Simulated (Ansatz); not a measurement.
Zone-centre phonons of HfS$_{2}$ at 22 GPa: input and output

Level of theory: DFT PBE+D3(BJ), scalar-relativistic, plane waves, PAW in Ansatz.

Launched with:
```bash
ansatz run input.yaml --threads 1 --pin off --max-ram 3072MiB --backend cpu --events-out ev --progress --plain --runs-dir out
```

Input (bare energies are in eV):
```yaml
crystal:
  lattice:
    - [3.3394999842, 0.0, 0.0]
    - [-1.6697499921, 2.8920918223, 0.0]
    - [0.0, 0.0, 5.1322244243]
  atoms:
    - { symbol: Hf, position: [0.0, 0.0, 0.0] }
    - { symbol: S, position: [0.6666666667, 0.3333333333, 0.7059665663] }
    - { symbol: S, position: [0.3333333333, 0.6666666667, 0.2940334337] }
basis:
  ecutwfc: 420
kpoints:
  mp_grid: { grid: [12, 12, 8] }
hamiltonian:
  xc: pbe
  dispersion: d3bj
scf:
  occupations: { method: fermi_dirac, width: 0.15 }
output:
  eigenvalues: true
phonons:
  method: dfpt
  eigenvectors: true
```

Results section of the output:
```
--- Phonons (Γ-DFPT): 4 representative perturbations + reference, on 320 of 1152 k-points (Σ response iterations 14) ---
  k mesh reduced under 2 symmetry operations, with k and −k counted as one. Each operation leaves every solved perturbation unchanged. A smaller set is not used because it would not reduce the number of displacements ...
  ASR residual: 1.994e-4 → 0.000e0 eV/Å²; symmetrization residual: 4.440e-5 eV/Å²
  pairwise dispersion correction: d3bj (s6 = 1.0, s8 = 0.7875, a1 = 0.4289, a2_bohr = 4.4407), with the weights of each atom's references fixed at the reference crystal's, and the forces and stress that the weights' published response gives ...
  ASR residual per site (eV/Å²): 1.99e-4 3.95e-5 3.95e-5
  Γ frequencies (cm⁻¹): 0.00 0.00 0.00 205.10 205.10 285.12 285.12 370.03 419.92
  non-analytic LO–TO correction: not included (Born effective charges unavailable; polar crystals: no LO–TO splitting at Γ)
```

The run took 72 s on 1 thread of AMD EPYC 9R45 96-Core Processor (Zen 5), on a shared host, peak memory 1.4 GiB.

In a metal, frequencies and elastic constants depend on the k mesh and the smearing, soft modes and shear constants most. Spin–orbit coupling is left out, which matters for heavy elements. Other phases may be more stable at this pressure. A semilocal functional can close a gap that the real compound has.